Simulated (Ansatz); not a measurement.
## KBr: single point with PBE

The system is KBr.

```xyz
2
Lattice="0.0000 3.3000 3.3000 3.3000 0.0000 3.3000 3.3000 3.3000 0.0000" Properties=species:S:1:pos:R:3 pbc="T T T"
Br    3.3000    3.3000    3.3000
K     0.0000    0.0000    0.0000
```

| Item | Value |
| --- | --- |
| Program | Ansatz 0.2.0 |
| Task | single point |
| Functional | PBE |
| Potentials or basis | Ansatz PAW |
| Cutoff | 420 eV (not typed: the program's choice for these potentials) |
| k mesh | 7 × 7 × 7 |
| Occupations | gaussian, width 0.05 eV |
| Spin | no spin polarisation |

The pressure is 0.7 GPa. The band gap on the k mesh is 4.44 eV, direct.

Levels at points of the mesh, in eV from the valence-band top:
```csv
k point,band 5,band 6,band 7,band 8,band 9,band 10,band 11,band 12
"(0.00, 0.00, 0.00)",-11.25,0.00,0.00,0.00,4.44,7.60,7.60,7.60
```

Wall time 0.63 s on 2 threads of Intel(R) Xeon(R) Platinum 8488C (Sapphire Rapids), with other jobs on the host, peak memory 0.36 GiB.

Caveat: odd divisions of the mesh miss points on the zone boundary, where band edges often lie, so the gap on the mesh can be too wide. A k mesh can miss the band edges.
